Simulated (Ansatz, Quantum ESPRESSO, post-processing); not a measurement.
# Sn chain with one H atom in line: ballistic transmission, part 4 of 4

Wanted: the transmission near the Fermi level and the conductance of this junction: Sn chain with one H atom in line.

Quantum ESPRESSO 7.5; plane-wave DFT, PBE, GBRV ultrasoft pseudopotentials; cross-check by Ansatz 0.2.0 with PAW datasets.

So far. Step 2 (Ground state): The run needed 16 iterations to bring the estimated error under 1e-07 Ry; the largest force on any atom, held or free, is 3.43 eV/Å. Step 3 (The open system): At no point does T exceed the number of channels.

## 5. The same in Ansatz

As a check, the same structure is run in Ansatz.

Level of this step: plane-wave DFT, PBE, Ansatz PAW (Ansatz 0.2.0).

input.yaml reads:

```yaml
crystal:
  lattice:
    - [7.5, 0.0, 0.0]
    - [0.0, 7.5, 0.0]
    - [0.0, 0.0, 27.9768]
  atoms:
    - { symbol: Sn, position: [0.5, 0.5, 0.0] }
    - { symbol: Sn, position: [0.5, 0.5, 0.0982957307] }
    - { symbol: Sn, position: [0.5, 0.5, 0.1965914615] }
    - { symbol: Sn, position: [0.5, 0.5, 0.2948871922] }
    - { symbol: Sn, position: [0.5, 0.5, 0.393182923] }
    - { symbol: H, position: [0.5, 0.5, 0.4508521346] }
    - { symbol: Sn, position: [0.5, 0.5, 0.5085213463] }
    - { symbol: Sn, position: [0.5, 0.5, 0.606817077] }
    - { symbol: Sn, position: [0.5, 0.5, 0.7051128078] }
    - { symbol: Sn, position: [0.5, 0.5, 0.8034085385] }
    - { symbol: Sn, position: [0.5, 0.5, 0.9017042693] }
kpoints:
  mp_grid: { grid: [1, 1, 4] }
hamiltonian:
  xc: pbe
scf:
  occupations: { method: fermi_dirac, width: 0.1 }
  convergence: { dr2_threshold: 1.0e-08 }
output:
  transmission:
    leads: [[0, 1]]
    e_range: [-2.0, 2.0]
    de: 0.05
    kmesh: [1, 1]
    reduced_basis: true
  write_potential: true
  write_density: true
  volumetric_format: npy
```

Run with:

```
> ansatz run input.yaml --threads 2 --pin off --max-ram 4096MiB --backend cpu --events-out ev --progress --plain --runs-dir out
```

Numbers of over 12 decimals in the logs are rounded to 6 here.

Output:

```text
Engine: ansatz 0.2.0, aarch64-unknown-linux-gnu
Pseudopotentials: kind: paw
Pseudopotential: Sn, paw, valence charge 14, recommended cutoff 420 eV (normal), Sn.paw.azcp
Pseudopotential: H, paw, valence charge 1, recommended cutoff 420 eV (normal), H.paw.azcp
Functional definition: PBE
  parameter kappa = 0.804
  parameter beta = 0.066725
  exchange = pbe_x(kappa = kappa, mu = beta*pi^2/3)
  correlation = pbe_c(beta = beta)
Crystal: 11 atoms, lattice volume = 1573.695 Å³
Basis set: ecut = 420 eV, 30757 PW (Γ)
Bands: 85, of which v1, the nominal top of the filled ones, is band 71 counted from 1 (70 counted from 0)
Symmetry: 16 space group operations
Space group: P4/mmm (ITA 123), of the structure as read, at distance tolerance 1.2e-4 Å
k-points: 3 of 4
Non-local potential: Sn, projectors of the file, l = 0: 2, l = 1: 2, l = 2: 2, l = 3: 2
Non-local potential: H, projectors of the file, l = 0: 2, l = 1: 1
PAW form: soft (Blöchl's): semilocal exchange-correlation on the pseudo side does not see the compensation charge
PAW one-centre angular grid: Sn, 590 points (default); XC on 64 Gauss nodes
PAW one-centre angular grid: H, 110 points (default); XC on 64 Gauss nodes
Initial density: superposition of atomic densities (neutral atoms: chi_scale 0, normalization atom), corrected by the library's trained network
Initial wavefunctions: pseudopotential atomic-orbital guess
Functional: x = pbe(κ = 0.804, μ = 0.219515), c = pbe(β = 0.066725)
SCF iter   1: F=—  HF=-60242.291125 eV  |F-HF|=—  |Δ(HF+E_count)|=         —  Δρ=2.27e-3  dr2=1.15e0  ethr=1.77e-3  ⟨swp⟩=6.0  Hψ=931  notcnv=0
preconditioner: auto → LDOS  [metal: Δε(μ)=0.093 eV  Ē_g=5.389 eV  σ=0.100 eV  W_gap=0.22  n_scr=156 (ndim 8)  ℏωp=6.0 eV  f_vac=0.629  D(μ)=10.90/eV (n_scr^D=36)  β→1.0]
SCF iter   2: F=—  HF=-60242.252209 eV  |F-HF|=—  |Δ(HF+E_count)|=   3.89e-2  Δρ=1.07e-3  dr2=9.33e-2  ethr=8.16e-4  ⟨swp⟩=2.7  Hψ=328  notcnv=0
SCF iter   3: F=—  HF=-60242.244820 eV  |F-HF|=—  |Δ(HF+E_count)|=   7.39e-3  Δρ=4.03e-4  dr2=3.89e-3  ethr=6.62e-5  ⟨swp⟩=2.0  Hψ=506  notcnv=0
SCF iter   4: F=—  HF=-60242.244098 eV  |F-HF|=—  |Δ(HF+E_count)|=   7.22e-4  Δρ=1.01e-4  dr2=4.66e-4  ethr=2.76e-6  ⟨swp⟩=2.0  Hψ=469  notcnv=0
SCF iter   5: F=—  HF=-60242.244186 eV  |F-HF|=—  |Δ(HF+E_count)|=   8.81e-5  Δρ=4.33e-5  dr2=5.44e-5  ethr=3.31e-7  ⟨swp⟩=2.0  Hψ=456  notcnv=0
SCF iter   6: F=—  HF=-60242.244173 eV  |F-HF|=—  |Δ(HF+E_count)|=   1.32e-5  Δρ=1.24e-5  dr2=5.18e-6  ethr=3.86e-8  ⟨swp⟩=2.0  Hψ=470  notcnv=0
SCF iter   7: F=—  HF=-60242.244016 eV  |F-HF|=—  |Δ(HF+E_count)|=   1.58e-4  Δρ=3.40e-6  dr2=4.02e-7  ethr=3.67e-9  ⟨swp⟩=2.0  Hψ=479  notcnv=0
SCF iter   8: F=—  HF=-60242.244016 eV  |F-HF|=—  |Δ(HF+E_count)|=   9.38e-8  Δρ=1.55e-6  dr2=7.80e-8  ethr=2.85e-10  ⟨swp⟩=2.0  Hψ=471  notcnv=0
SCF iter   9: F=-60242.244016 eV  HF=-60242.244016 eV  |F-HF|=2.91e-10  |Δ(HF+E_count)|=   4.80e-9  Δρ=4.47e-7  dr2=5.48e-9  ethr=7.09e-12  ⟨swp⟩=3.3  Hψ=868  notcnv=0
SCF 1 converged in 9 iterations: F = -60242.244016 eV  dr2 = 5.48e-9
  greatest PAW one-centre occupation: 0.991 electrons in one spin orbital (limit 2), on the Sn atom at site 6 (counted from 0), in its partial waves of l = 2
transmission: 36 of 216 steps passed
transmission: 72 of 216 steps passed
[...]
transmission: 216 of 216 steps passed
WARN: The output density's exchange-correlation potential varies sharply where the density is thin. Do not read a vacuum level from v_tot or v_xc, or from such a field of the output density. On a cell that repeats whose density bears no net charge and no dipole along the vacuum's axis use v_es (v_loc + v_h of the components); under efield.dipole_correction with no amplitude use v_es + v_field, which holds any externa [...]
SCF converged after 9 iterations
Free energy (F): -60242.244016 eV
Harris-Foulkes:  -60242.244016 eV  (|F-HF|=2.91e-10)
Internal energy: -60241.869563 eV  (E = F + TS)
E sigma→0 (E₀):  -60242.056789 eV
Entropy (-TS):   -0.374453 eV (-34.041 meV/atom)
Fermi energy:    -1.726505 eV
--- Per-component energies (eV) ---
  E_band       = -2532.064637
  E_kinetic    = 1870.536792
  E_local      = -25010.354892  (includes V_loc(G=0)·N_el)
  E_nonlocal   = -324.367278
  E_hartree    = 12708.298801
  E_xc         = -3823.672601
  E_vxc        = -954.534455  (∫ρ·V_xc dr)
  E_paw        = -41348.591381  (= ΣΔE_a)
  E_vpaw       = -3529.936012  (= ΣTr[D̂ρ^β])
  E_aug_tail   = -0.001355  (compensation charges beyond the density's cutoff)
  E_ewald      = -4313.717648
  E_smearing   = -0.374453  (= −TS)
  E_closure    = 0.000000  (closes the sum)
  Σ components = -60242.244016   (vs F -60242.244016, Δ=0.00e0)
--- Band table (eV) ---
  k-point 0: bands = [... 67 lower, -2.2948, -2.2948, -1.7123, -1.7123, -1.6606, -1.6606, -0.7633, -0.7633, ... 10 higher]
  k-point 1: bands = [... 67 lower, -2.1950, -2.0238, -1.8798, -1.8798, -1.4716, -1.4716, -0.9730, -0.9730, ... 10 higher]
  k-point 2: bands = [... 67 lower, -2.0729, -2.0266, -2.0266, -1.4811, -1.2802, -1.2802, -1.2065, -1.1818, ... 10 higher]
--- Transmission ---
  basis      : 497 plane waves across, 36 finite elements along
  points     : 1, standing for a mesh of 1 x 1
  energies   : 81 from -2.000000 to 2.000000 eV about the Fermi level, 0.050000 eV apart; the leads are filled to 0.000000 eV, and channels, transmission and decay are at 0.000000 eV
  crystal 0  : Sn1, at the sites [0, 1], period 2.7500 Å, over 27.50 Å; its Hamiltonian steps by up to 23.4 meV
    offset         : up to 0.0000 Å between an atom of the period and one for which it stands
    channels       : 3.000000e0 a spin
    conductance    : none, the energies end too early or step too widely for 300 K: set another output.transmission.e_range or a lower de, or, where they end at an eighth of basis.ecutwfc, a higher one
  junction   : crystal 0 to crystal 0, -0.68 to 24.55 Å
    transmission   : 2.824390e0 a spin
    error estimate : 4.163840e-5 a spin from the reduction of the transverse basis, at the most 6.704320e-4 at -0.800000 eV
    conductance    : none, the energies end too early or step too widely for 300 K: set another output.transmission.e_range or a lower de, or, where they end at an eighth of basis.ecutwfc, a higher one
```

Elapsed: 65 s, on 2 threads of Arm Neoverse V2, shared host; peak memory 2 GiB; 2.1 min of CPU time.

This step gave:

- free energy: -60242.2440 eV
- energy at zero smearing: -60242.0568 eV
- smearing term TS: 0.3745 eV
- Fermi energy: -1.727 eV
- symmetry operations: 16
- transmission at the Fermi level, one spin: 2.824
- step of the lead's Hamiltonian over a period: 23.4 meV

Per spin. The transmission by energy, zero at the Fermi level:

| energy (eV) | transmission |
| --- | --- |
| -2.00 | 0.709 |
| -1.85 | 0.748 |
| -1.70 | 0.777 |
| -1.60 | 0.793 |
| -1.45 | 0.813 |
| -1.30 | 0.829 |
| -1.15 | 0.843 |
| -1.05 | 0.851 |
| -0.90 | 0.861 |
| -0.75 | 2.49 |
| -0.60 | 2.70 |
| -0.50 | 2.73 |
| -0.35 | 2.78 |
| -0.20 | 2.81 |
| -0.05 | 2.83 |
| 0.00 | 2.82 |
| 0.05 | 2.82 |
| 0.20 | 2.80 |
| 0.35 | 2.76 |
| 0.50 | 2.72 |
| 0.60 | 2.70 |
| 0.75 | 2.66 |
| 0.90 | 2.64 |
| 1.05 | 2.62 |
| 1.15 | 2.61 |
| 1.30 | 2.60 |
| 1.45 | 2.59 |
| 1.60 | 2.58 |
| 1.70 | 2.56 |
| 1.85 | 2.53 |
| 2.00 | 2.50 |

Per spin. Open channels against energy, zero at the Fermi level:

energy (eV), open channels and a bar from the least value:
```
    -2.00       1.00 
    -1.85       1.00 
    -1.70       1.00 
    -1.60       1.00 
    -1.45       1.00 
    -1.30       1.00 
    -1.15       1.00 
    -1.05       1.00 
    -0.90       1.00 
    -0.75       3.00 ##############################
    -0.60       3.00 ##############################
    -0.50       3.00 ##############################
    -0.35       3.00 ##############################
    -0.20       3.00 ##############################
    -0.05       3.00 ##############################
     0.00       3.00 ##############################
     0.05       3.00 ##############################
     0.20       3.00 ##############################
     0.35       3.00 ##############################
     0.50       3.00 ##############################
     0.60       3.00 ##############################
     0.75       3.00 ##############################
     0.90       3.00 ##############################
     1.05       3.00 ##############################
     1.15       3.00 ##############################
     1.30       3.00 ##############################
     1.45       3.00 ##############################
     1.60       3.00 ##############################
     1.70       3.00 ##############################
     1.85       3.00 ##############################
     2.00       3.00 ##############################
```

Ansatz finds T = 2.82 against pwcond's 2.83.

## 6. All levels side by side

All levels:

```csv
step,T at the Fermi level (per spin),conductance (G0),r.m.s. T(E) from the first,CPU time of the step (s),peak memory (GiB)
Ansatz,2.824,-,0,127,1.992
pwcond,2.83,2.83,0.1558,359.4,0.66
"pwcond, changed setting",2.827,2.827,0.1566,184.4,0.66
```

Per spin. The transmission by energy, zero at the Fermi level:

```
energy (eV)  Ansatz  pwcond  pwcond, changed setting
      -2.00   0.709   0.702                    0.693
      -1.80   0.758   0.756                    0.751
      -1.60   0.793   0.793                    0.789
      -1.40   0.819   0.819                    0.816
      -1.20   0.839   0.838                    0.836
      -1.00   0.855   0.854                    0.852
      -0.90   0.861   0.860                    0.859
      -0.70    2.64    2.57                     2.54
      -0.50    2.73    2.74                     2.73
      -0.30    2.79    2.78                     2.77
      -0.10    2.82    2.81                     2.81
       0.00    2.82    2.83                     2.83
       0.10    2.82    2.84                     2.83
       0.30    2.77    2.81                     2.81
       0.50    2.72    2.73                     2.74
       0.70    2.67    2.68                     2.68
       0.90    2.64    2.63                     2.63
       1.00    2.63    2.62                     2.62
       1.20    2.61    2.61                     2.61
       1.40    2.60    2.61                     2.61
       1.60    2.58    2.59                     2.59
       1.80    2.54    2.55                     2.55
       2.00    2.50    2.49                     2.50
```

## 7. The arithmetic

G = 2.83 × 77.48 µS = 219 µS a cell, a resistance of 4.56 kΩ.

## 8. Results

```yaml
conductance_from_t_at_the_fermi_level_a_cell: 2.83 G₀
lead_channels_per_spin: 3.00
the_same_conductance_by_ansatz: 2.82 G₀
```

What this shows: The junction conducts 2.83 G₀ a cell at the Fermi level (PBE, GBRV ultrasoft). At the Fermi level the junction passes 94 % of what the leads offer, nearly all. At the Fermi level pwcond and Ansatz differ by 0.21 %, a close match. Over -2 to 2 eV, T lies between 0.70 and 2.8 per spin. The geometry is as built, not relaxed, and the leads are short.

[Logs are printed without paths, hosts, clocks, repeated set-up lines and the standing remarks that a program may print on its own settings, such as how far it seeks lower states.]

[Hosts, paths, dates, database ids (printed as entryN), source tags and the programs' standing remarks are cut or masked in the printed files.]

[Maps of the electrostatic potential energy from Ansatz leave out the sawtooth potential of an applied field or a dipole correction, so their vacuum need not be flat; planar profiles and work functions include it.]
